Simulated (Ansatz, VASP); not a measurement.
Two plane-wave programs on NaF

INCAR

```
SYSTEM = NaF
PREC = Accurate ; ENCUT = 520
EDIFF = 1E-6 ; ISMEAR = 0
SIGMA = 0.05 ; LREAL = .False.
LASPH = .True. ; NELM = 60
ALGO = Normal ; ISIF = 2
LWAVE = .False. ; LCHARG = .True.
GGA = PE ; LELF = .True.
LVHAR = .True. ; NBANDS = 14
```

The input KPOINTS:

```
regular mesh
0
Gamma
  8 8 8
  0 0 0
```

File POSCAR:

```
NaF
1.0
    0.0000000000      2.3929990000      2.2536010000
    2.3929990000      0.0000000000      2.2536010000
    2.3929990000      2.3929990000      0.0000000000
Na F
1 1
Direct
    0.0000000000      0.0000000000      0.0000000000
    0.5000000000      0.5000000000      0.5000000000
```

Input for Ansatz:

```yaml
crystal:
  lattice:
    - [0.0, 2.392999, 2.253601]
    - [2.392999, 0.0, 2.253601]
    - [2.392999, 2.392999, 0.0]
  atoms:
    - { symbol: Na, position: [0.0, 0.0, 0.0] }
    - { symbol: F, position: [0.5, 0.5, 0.5] }
basis:
  ecutwfc: 420
kpoints:
  mp_grid: { grid: [8, 8, 8] }
hamiltonian:
  xc: pbe
scf:
  occupations: { method: gaussian, width: 0.05 }
output:
  forces: true
  stress: true
  eigenvalues: true
  write_density: true
  write_potential: true
  elf: true
  volumetric_format: npy
```

Change from the starting cell: strain +0.030 along x and y, -0.030 along z, atoms carried along.

Alike in both runs: task single point; functional PBE; k mesh 8 × 8 × 8; occupations gaussian, width 0.05 eV; no spin polarisation.

|  | VASP | Ansatz |
| --- | --- | --- |
| version | VASP 6.6.1 | Ansatz 0.2.0 |
| potentials or method | VASP PAW PBE potentials, release 64 (Na_pv, F) | scalar-relativistic, plane waves, PAW |
| plane-wave cutoff (eV) | 520 | 420 |
| valence electrons in the cell | 14 | 16 |

```csv
,VASP,Ansatz,Ansatz less VASP
gap on the k mesh at the Fermi level (eV),6.10,6.11,+0.016
least direct gap on the mesh (eV),6.10,6.11,+0.016
pressure (GPa),0.6,0.7,+0.14
largest component of the traceless stress (GPa),3.31,3.21,-0.105
```

The two sets of potentials don't hold the same shells in valence.
